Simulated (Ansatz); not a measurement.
# BAs under changes of volume

One of the cells (13.626 Å³/atom); the others are scaled copies at fixed shape and fractional positions:

```
As B
1.0
     0.00000    2.38850    2.38850
     2.38850    0.00000    2.38850
     2.38850    2.38850    0.00000
As B
1 1
Cartesian
  3.5827 3.5827 3.5827
  0.0000 0.0000 0.0000
```

- Program: Ansatz 0.2.0
- Functional: PBE
- Potentials or basis: Ansatz PAW
- Cutoff: 420 eV (not typed: the program's choice for these potentials)
- k mesh: 10 × 10 × 10
- Occupations: fermi-dirac, width 0.05 eV
- Spin: spin-orbit coupling, no magnetisation

| volume (Å³/atom) | energy over the lowest point (meV/atom) | pressure (GPa) | gap on the mesh (eV) |
| --- | --- | --- | --- |
| 12.809 | 40.65 | 12.8 | 1.06 |
| 13.081 | 22.12 | 9.1 | 1.08 |
| 13.354 | 9.56 | 5.8 | 1.10 |
| 13.626 | 2.34 | 2.8 | 1.12 |
| 13.899 | 0.00 | 0.0 | 1.14 |
| 14.171 | 2.05 | -2.4 | 1.16 |
| 14.444 | ? | ? | ? |

Task: What does the run at 14.444 Å³/atom give?

Result: Energy over the lowest point 8.07 meV/atom; pressure -4.6 GPa; gap on the mesh 1.18 eV.

Worked out: A Birch-Murnaghan fit of order 3 (a polynomial in V^(-2/3)) to the other rows has its minimum at 13.90 Å³/atom with B0 = V·E''(V) = 131 GPa and B' = 4.2. It gives 8.07 meV/atom at 14.444 Å³/atom, against the run's 8.07, and -dE/dV = -4.6 GPa, against -4.6. A straight line through the other rows of the gap, of slope 0.989 eV per unit of ln V, extrapolates to 1.18 eV, against the run's 1.18.

Energies are extrapolated to zero smearing.

A mesh can miss the band edges.
